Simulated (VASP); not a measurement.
**SiC: how cutoff and mesh change the relaxed cell**

How far does the relaxed cell of SiC depend on cutoff and k mesh? The starting structure is a computed structure from the Materials Project. The first relaxation on each setting starts from this cell expanded by 3 % in volume.

Main program and level: VASP 6.6.1; Kohn-Sham DFT with plane waves and PAW; PBEsol.

**1. Starting point**

The structure is hexagonal, space group P6_3mc (No. 186). The conventional cell has a = 3.076 Å, b = 3.076 Å, c = 10.071 Å, α = 90.00°, β = 90.00°, γ = 120.00°. Si has 4 C at 1.88 to 1.89 Å nearest. Nearest to Si lie 4 C at 1.88 to 1.89 Å. Nearest to C lie 4 Si at 1.88 to 1.89 Å. C has 4 Si at 1.88 to 1.89 Å nearest. Farther neighbours are not listed.

Structure file:

```xyz
8
Lattice="3.0757 0.0000 0.0000 -1.5378 2.6636 0.0000 0.0000 0.0000 10.0706" Properties=species:S:1:pos:R:3 pbc="T T T"
Si    0.0000    0.0000    1.8922
Si    0.0000    0.0000    6.9275
Si    0.0000    1.7758    4.4094
Si    1.5378    0.8879    9.4447
C     0.0000    0.0000    0.0046
C     0.0000    0.0000    5.0400
C     0.0000    1.7758    2.5157
C     1.5378    0.8879    7.5510
```

**2. Reference relaxation**

This run starts from the cell of an earlier relaxation, which isn't shown; the restart sets up the plane waves anew.

File INCAR:

```
SYSTEM = SiC
PREC = Accurate
ENCUT = 520
EDIFF = 1E-06
NELM = 100
ISMEAR = 0
SIGMA = 0.03
LREAL = .FALSE.
ALGO = Normal
GGA = PS
NBANDS = 24
LORBIT = 11
LWAVE = .FALSE.
LCHARG = .FALSE.
KPAR = 8
IBRION = 2
NSW = 50
ISIF = 3
EDIFFG = -0.006
```

File POSCAR:

```
SiC
1.0
    3.0795868435      0.0000000000      0.0000000000
   -1.5397934217      2.6670004397      0.0000000000
    0.0000000000      0.0000000000     10.0815706906
Si C
4 4
Direct
    0.0000000000      0.0000000000      0.1878954489
    0.0000000000      0.0000000000      0.6878954489
    0.3333333333      0.6666666667      0.4378406984
    0.6666666667      0.3333333333      0.9378406984
    0.0000000000      0.0000000000      0.0004562873
    0.0000000000      0.0000000000      0.5004562873
    0.3333333333      0.6666666667      0.2498065654
    0.6666666667      0.3333333333      0.7498065654
```

File KPOINTS:

```
Automatic mesh
0
Gamma
9 9 2
0 0 0
```

PAW data sets: Si and C (PBE family, release 64).

The run is started by

```
$ mpirun -np 8 vasp_std
```

Output:

```text
[banner, memory and clock lines left out]
running    8 mpi-ranks, on    1 nodes
 distrk:  each k-point on    1 cores,    8 groups
 distr:  one band on    1 cores,    1 groups

 POSCAR found type information on POSCAR SiC
 POSCAR found :  2 types and       8 ions
|                                                                             |
|           W    W    AA    RRRRR   N    N  II  N    N   GGGG   !!!           |
|           W    W   A  A   R    R  NN   N  II  NN   N  G    G  !!!           |
|           W    W  A    A  R    R  N N  N  II  N N  N  G       !!!           |
|           W WW W  AAAAAA  RRRRR   N  N N  II  N  N N  G  GGG   !            |
|           WW  WW  A    A  R   R   N   NN  II  N   NN  G    G                |
|           W    W  A    A  R    R  N    N  II  N    N   GGGG   !!!           |
|                                                                             |
|     For optimal performance we recommend to set                             |
|       NCORE = 2 up to number-of-cores-per-socket                            |
|     NCORE specifies how many cores store one orbital (NPAR=cpu/NCORE).      |
|     This setting can greatly improve the performance of VASP for DFT.       |
|     The default, NCORE=1 might be grossly inefficient on modern             |
|     multi-core architectures or massively parallel machines. Do your        |
|     Unfortunately you need to use the default for GW and RPA                |
|     calculations (for HF NCORE is supported but not extensively tested      |
|     yet).                                                                   |
|                                                                             |

|                                                                             |
|               ----> ADVICE to this user running VASP <----                  |
|                                                                             |
|     You enforced a specific xc type in the INCAR file but a different       |
|     [... a line on the potential file left out ...]
|     I HOPE YOU KNOW WHAT YOU ARE DOING!                                     |
|                                                                             |

 LDA part: xc-table for (Slater+PW92), standard interpolation
 POSCAR, INCAR and KPOINTS ok, starting setup
 FFT: planning ... GRIDC
 FFT: planning ... GRID_SOFT
 FFT: planning ... GRID
 WAVECAR not read
 entering main loop
       N       E                     dE             d eps       ncg     rms          rms(c)
DAV:   1     0.745536486292E+02    0.74554E+02   -0.14587E+04  1152   0.121E+03
DAV:   2    -0.637556813708E+02   -0.13831E+03   -0.12857E+03  1616   0.199E+02
DAV:   3    -0.707583958534E+02   -0.70027E+01   -0.69528E+01  1528   0.433E+01
DAV:   4    -0.708518458147E+02   -0.93450E-01   -0.93370E-01  1480   0.588E+00
DAV:   5    -0.708537430293E+02   -0.18972E-02   -0.18968E-02  1528   0.780E-01    0.175E+01
DAV:   6    -0.639671904723E+02    0.68866E+01   -0.19769E+01  1456   0.199E+01    0.798E+00
DAV:   7    -0.637275656341E+02    0.23962E+00   -0.19016E+00  1576   0.643E+00    0.329E+00
DAV:   8    -0.636760710851E+02    0.51495E-01   -0.11858E-01  1416   0.170E+00    0.905E-01
DAV:   9    -0.636700287858E+02    0.60423E-02   -0.14913E-02  1488   0.652E-01    0.155E-01
DAV:  10    -0.636702466840E+02   -0.21790E-03   -0.90625E-04  1504   0.164E-01    0.716E-02
DAV:  11    -0.636702600459E+02   -0.13362E-04   -0.71594E-05  1488   0.565E-02    0.126E-02
DAV:  12    -0.636702601508E+02   -0.10493E-06   -0.44285E-06  1464   0.113E-02
   1 F= -.63670260E+02 E0= -.63670260E+02  d E =-.636703E+02
 curvature:   0.00 expect dE= 0.000E+00 dE for cont linesearch  0.000E+00
 trial: gam= 0.00000 g(F)=  0.724E-06 g(S)=  0.546E-06 ort = 0.000E+00 (trialstep = 0.100E+01)
 search vector abs. value=  0.127E-05
 reached required accuracy - stopping structural energy minimisation
```

Run time: 4.8 s. Hardware: 8 MPI ranks of Intel Xeon 6975P-C (Granite Rapids), shared host; peak memory 1.7 GiB; 33 s of CPU time.

The logs omit lines about the potential files and the build; timing stands in the text.

OUTCAR, selected parts (step 2):

```text
ion  position               nearest neighbor table
   1  0.000  0.000  0.188-   7 1.88   7 1.88   7 1.88   5 1.89   3 3.08   3 3.08   3 3.08   4 3.08
                             4 3.08   4 3.08
   2  0.000  0.000  0.688-   8 1.88   8 1.88   8 1.88   6 1.89   4 3.08   4 3.08   4 3.08   3 3.08
                             3 3.08   3 3.08
   3  0.333  0.667  0.438-   6 1.89   6 1.89   6 1.89   7 1.90   1 3.08   1 3.08   1 3.08   2 3.08
                             2 3.08   2 3.08
   4  0.667  0.333  0.938-   5 1.89   5 1.89   5 1.89   8 1.90   2 3.08   2 3.08   2 3.08   1 3.08
                             1 3.08   1 3.08
   5  0.000  0.000  0.000-   4 1.89   4 1.89   4 1.89   1 1.89
   6  0.000  0.000  0.500-   3 1.89   3 1.89   3 1.89   2 1.89
   7  0.333  0.667  0.250-   1 1.88   1 1.88   1 1.88   3 1.90
   8  0.667  0.333  0.750-   2 1.88   2 1.88   2 1.88   4 1.90

  LATTYP: Found a hexagonal cell.
 ALAT       =     3.0795868435
 C/A-ratio  =     3.2736763738

 Subroutine GETGRP returns: Found 12 space group operations
 (whereof  6 operations were pure point group operations)

The static configuration has the point symmetry C_3v.
 The point group associated with its full space group is C_6v.

 Found     24 irreducible k-points:

   k-points           NKPTS =     24   k-points in BZ     NKDIM =     24   number of bands    NBANDS=     24

   dimension x,y,z NGX =    24 NGY =   24 NGZ =   80
   dimension x,y,z NGXF=    48 NGYF=   48 NGZF=  160

   ENCUT  =  520.0 eV  38.22 Ry    6.18 a.u.   5.73  5.73 18.75*2*pi/ulx,y,z

   NELECT =      32.0000    total number of electrons

 k-points in reciprocal lattice and weights: Automatic mesh
   0.00000000  0.00000000  0.00000000       0.006
   0.11111111  0.00000000  0.00000000       0.037
   0.22222222  0.00000000  0.00000000       0.037
   0.33333333  0.00000000  0.00000000       0.037
   0.44444444  0.00000000  0.00000000       0.037
   0.11111111  0.11111111  0.00000000       0.037
   0.22222222  0.11111111  0.00000000       0.074
   0.33333333  0.11111111  0.00000000       0.074
   0.44444444  0.11111111  0.00000000       0.037
[...]
0.33333333  0.22222222  0.50000000       0.074
   0.33333333  0.33333333  0.50000000       0.012

 average (electrostatic) potential at core
       1 -80.1036       2 -80.1036       3 -80.1481       4 -80.1481       5 -44.9911
       6 -44.9911       7 -44.9310       8 -44.9310

 E-fermi :   8.2795

 k-point     1 :       0.0000    0.0000    0.0000
  band No.  band energies     occupation
    ...
     12       7.5332      2.00000
     13       7.5332      2.00000
     14       8.0657      2.00000
     15       8.1193      2.00000
     16       8.1193      2.00000
     17      13.1390      0.00000
     18      13.7175      0.00000
     19      14.3492      0.00000
     20      14.3560      0.00000
     21      15.0168      0.00000
    ...

 k-point     2 :       0.1111    0.0000    0.0000
  band No.  band energies     occupation
    ...
     12       7.1498      2.00000
     13       7.2378      2.00000
     14       7.3496      2.00000
     15       7.9204      2.00000
     16       8.0213      2.00000
     17      13.4006      0.00000
     18      14.0420      0.00000
     19      14.0841      0.00000
     20      14.6770      0.00000
     21      14.8976      0.00000
    ...

 k-point     3 :       0.2222    0.0000    0.0000
  band No.  band energies     occupation
    ...
     12       5.8273      2.00000
     13       6.5903      2.00000
     14       6.6348      2.00000
     15       7.4490      2.00000
     16       7.6768      2.00000
     17      12.1058      0.00000
     18      12.7007      0.00000
     19      13.2975      0.00000
     20      14.4220      0.00000
     21      14.9909      0.00000
    ...

  Total        0.0058095      0.0058095      0.0048010      0.0000000      0.0000000      0.0000000
  in kB        0.1124111      0.1124111      0.0928970      0.0000000      0.0000000      0.0000000
  external PRESSURE =       0.1059064 kB  Pullay stress =       0.0000000 kB

  energy-cutoff  :      520.00
  volume of cell :       82.80
      direct lattice vectors                 reciprocal lattice vectors
     3.079586844  0.000000000  0.000000000     0.324718883  0.187476535  0.000000000
    -1.539793422  2.667000440  0.000000000     0.000000000  0.374953069  0.000000000
     0.000000000  0.000000000 10.081570691     0.000000000  0.000000000  0.099190893

 POSITION                                       TOTAL-FORCE (eV/Angst)
 -----------------------------------------------------------------------------------
      0.00000      0.00000      1.89428        -0.000000     -0.000000      0.001903
      0.00000      0.00000      6.93507         0.000000     -0.000000      0.001903
     -0.00000      1.77800      4.41412        -0.000000      0.000000      0.000571
      1.53979      0.88900      9.45491         0.000000     -0.000000      0.000571
      0.00000      0.00000      0.00460         0.000000     -0.000000     -0.001736
      0.00000      0.00000      5.04539        -0.000000      0.000000     -0.001736
     -0.00000      1.77800      2.51844         0.000000     -0.000000     -0.000738
      1.53979      0.88900      7.55923        -0.000000     -0.000000     -0.000738
 -----------------------------------------------------------------------------------
    total drift:                               -0.000000     -0.000000      0.000138

  FREE ENERGIE OF THE ION-ELECTRON SYSTEM (eV)
  ---------------------------------------------------
  free  energy   TOTEN  =       -63.6702601508 eV

  energy  without entropy=      -63.6702601508  energy(sigma->0) =      -63.67026015

 reached required accuracy - stopping structural energy minimisation

 total charge
# of ion       s       p       d       tot
------------------------------------------
    1        0.709   0.970   0.000   1.679
    2        0.709   0.970   0.000   1.679
    3        0.708   0.971   0.000   1.680
    4        0.708   0.971   0.000   1.680
    5        0.833   1.698   0.000   2.531
    6        0.833   1.698   0.000   2.531
    7        0.833   1.700   0.000   2.533
    8        0.833   1.700   0.000   2.533
--------------------------------------------------
tot          6.167  10.679   0.000  16.846

[... 3 further parts left out ...]
```

CONTCAR:

```
SiC
   1.00000000000000
     3.0795868435000000    0.0000000000000000    0.0000000000000000
    -1.5397934217000000    2.6670004396999998    0.0000000000000000
     0.0000000000000000    0.0000000000000000   10.0815706905999996
  Si              C
     4     4
Direct
     0.0000000000000000    0.0000000000000000    0.1878954489000009
     0.0000000000000000    0.0000000000000000    0.6878954489000009
     0.3333333332999970    0.6666666667000030    0.4378406984000023
     0.6666666667000030    0.3333333332999970    0.9378406984000023
     0.0000000000000000    0.0000000000000000    0.0004562872999969
     0.0000000000000000    0.0000000000000000    0.5004562872999969
     0.3333333332999970    0.6666666667000030    0.2498065654000001
     0.6666666667000030    0.3333333332999970    0.7498065654000001
```

The PAW data sets were made with PBE, which is usual practice but a small mismatch for other functionals. The run keeps the 12 symmetry operations of its start, so it cannot find a distortion of lower symmetry.

The reference relaxation ends at 10.350 Å³ an atom.

**3. Relaxation with a cutoff of 400 eV**

Against step 2 the input has ENCUT = 400. This run starts from the cell of an earlier relaxation, which isn't shown; the restart sets up the plane waves anew.

INCAR, as its differences from that of step 2:

```diff
@@ -2,3 +2,3 @@
 PREC = Accurate
-ENCUT = 520
+ENCUT = 400
 EDIFF = 1E-06
```

File POSCAR:

```
SiC
1.0
    3.0752349828      0.0000000000      0.0000000000
   -1.5376174914      2.6632316177      0.0000000000
    0.0000000000      0.0000000000     10.0673511160
Si C
4 4
Direct
    0.0000000000      0.0000000000      0.1878956064
    0.0000000000      0.0000000000      0.6878956064
    0.3333333333      0.6666666667      0.4378372492
    0.6666666667      0.3333333333      0.9378372492
    0.0000000000      0.0000000000      0.0004589453
    0.0000000000      0.0000000000      0.5004589453
    0.3333333333      0.6666666667      0.2498071991
    0.6666666667      0.3333333333      0.7498071991
```

KPOINTS is that of step 2.

The run is started by

```
$ mpirun -np 8 vasp_std
```

Output:

```text
[banner, memory and clock lines left out]
running    8 mpi-ranks, on    1 nodes
[...]
[... a notice as in an earlier step ...]

 [... a notice as in an earlier step ...]

 LDA part: xc-table for (Slater+PW92), standard interpolation
 POSCAR, INCAR and KPOINTS ok, starting setup
[...]
entering main loop
       N       E                     dE             d eps       ncg     rms          rms(c)
DAV:   1     0.558382469740E+02    0.55838E+02   -0.12467E+04  1152   0.975E+02
DAV:   2    -0.649656266963E+02   -0.12080E+03   -0.11257E+03  1608   0.178E+02
DAV:   3    -0.707787337562E+02   -0.58131E+01   -0.57781E+01  1528   0.386E+01
DAV:   4    -0.708516151526E+02   -0.72881E-01   -0.72825E-01  1472   0.500E+00
[...]
DAV:  10    -0.636844571738E+02   -0.21384E-03   -0.86927E-04  1464   0.160E-01    0.709E-02
DAV:  11    -0.636844699127E+02   -0.12739E-04   -0.64962E-05  1512   0.540E-02    0.122E-02
DAV:  12    -0.636844704569E+02   -0.54429E-06   -0.42930E-06  1416   0.109E-02
[...]
DAV:   2    -0.636844759328E+02    0.94935E-04   -0.19829E-04  1448   0.758E-02    0.442E-02
DAV:   3    -0.636844537526E+02    0.22180E-04   -0.65192E-05  1456   0.387E-02    0.770E-03
DAV:   4    -0.636844520203E+02    0.17323E-05   -0.58722E-06  1456   0.119E-02    0.355E-03
DAV:   5    -0.636844521897E+02   -0.16933E-06   -0.47445E-07   856   0.357E-03
   2 F= -.63684452E+02 E0= -.63684452E+02  d E =0.182673E-04
 trial-energy change:    0.000018  1 .order    0.000024   -0.000310    0.000359
 step:   0.4773(harm=  0.4635)  dis= 0.00007  next Energy=   -63.684545 (dE=-0.747E-04)
[...]
N       E                     dE             d eps       ncg     rms          rms(c)
DAV:   1    -0.636845836631E+02   -0.13164E-03   -0.13644E-03  1408   0.231E-01    0.448E-02
DAV:   2    -0.636845561354E+02    0.27528E-04   -0.54713E-05  1456   0.398E-02    0.226E-02
DAV:   3    -0.636845477535E+02    0.83819E-05   -0.17790E-05  1448   0.202E-02    0.407E-03
DAV:   4    -0.636845467267E+02    0.10268E-05   -0.14528E-06   888   0.618E-03    0.186E-03
DAV:   5    -0.636845462597E+02    0.46696E-06   -0.28929E-07   768   0.314E-03
   3 F= -.63684546E+02 E0= -.63684546E+02  d E =-.758028E-04
[...]
reached required accuracy - stopping structural energy minimisation
```

The job ended after 6.8 s (8 MPI ranks; peak memory 1.4 GiB; 50 s of CPU time).

From OUTCAR (step 3):

```text
  Total        0.0057875      0.0057875     -0.0015532      0.0000000      0.0000000      0.0000000
  in kB        0.1125877      0.1125877     -0.0302146      0.0000000      0.0000000      0.0000000
  external PRESSURE =       0.0649869 kB  Pullay stress =       0.0000000 kB

 POSITION                                       TOTAL-FORCE (eV/Angst)
 -----------------------------------------------------------------------------------
      0.00000      0.00000      1.89097         0.000000     -0.000000      0.000553
      0.00000      0.00000      6.92277        -0.000000      0.000000      0.000553
     -0.00000      1.77482      4.40623         0.000000     -0.000000     -0.000272
      1.53704      0.88741      9.43803        -0.000000     -0.000000     -0.000272
     -0.00000      0.00000      0.00456        -0.000000     -0.000000     -0.000359
      0.00000      0.00000      5.03636        -0.000000     -0.000000     -0.000359
     -0.00000      1.77482      2.51393        -0.000000      0.000000      0.000078
      1.53704      0.88741      7.54573         0.000000     -0.000000      0.000078
 -----------------------------------------------------------------------------------
    total drift:                                0.000000      0.000000     -0.000136

  FREE ENERGIE OF THE ION-ELECTRON SYSTEM (eV)
  ---------------------------------------------------
  free  energy   TOTEN  =       -63.6845462597 eV

  energy  without entropy=      -63.6845462597  energy(sigma->0) =      -63.68454626

[... 2 parts as in an earlier step ...]

[... 2 further parts left out ...]
[key lines of the parts left out:]
E-fermi :   8.3472
```

With a cutoff of 400 eV the cell ends at 10.295 Å³ an atom, -0.54 % from the reference.

(Continued in part 2 of 2.)

[Lines on the potential files, build, host, timing and source positions are cut from VASP's logs without a mark.]

[Logs are printed without paths, hosts, clocks, repeated set-up lines and the standing remarks that a program may print on its own settings, such as how far it seeks lower states.]

[Hosts, paths, dates, database ids (printed as entryN), source tags and the programs' standing remarks are cut or masked in the printed files.]
